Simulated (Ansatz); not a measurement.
System: Mn (fcc type), 1 atom in the cell.

Level of theory: PBE, all-electron LAPW, point nucleus in Ansatz 0.2.0 development build.

k-mesh 12×12×12 Γ-centred; Fermi–Dirac smearing of 0.1 eV; no spin polarisation.

```
CELL_PARAMETERS angstrom
0.00000 1.75000 1.75000
1.75000 0.00000 1.75000
1.75000 1.75000 0.00000
ATOMIC_POSITIONS crystal
Mn 0.00000 0.00000 0.00000
```

Q: Would the cell expand or shrink if it were free to relax?

A: The pressure is 0.93 GPa, so at these settings the cell is compressed and would expand.

This cubic structure is a model: it isn't the usual form of the substance at ambient conditions, and such phases are metastable or hypothetical. The real material is magnetic: without spin this is a model state, and volume, stiffness and gap can lie far from those of the magnetic ground state. The k-mesh is modest, so these values aren't fully converged in k.
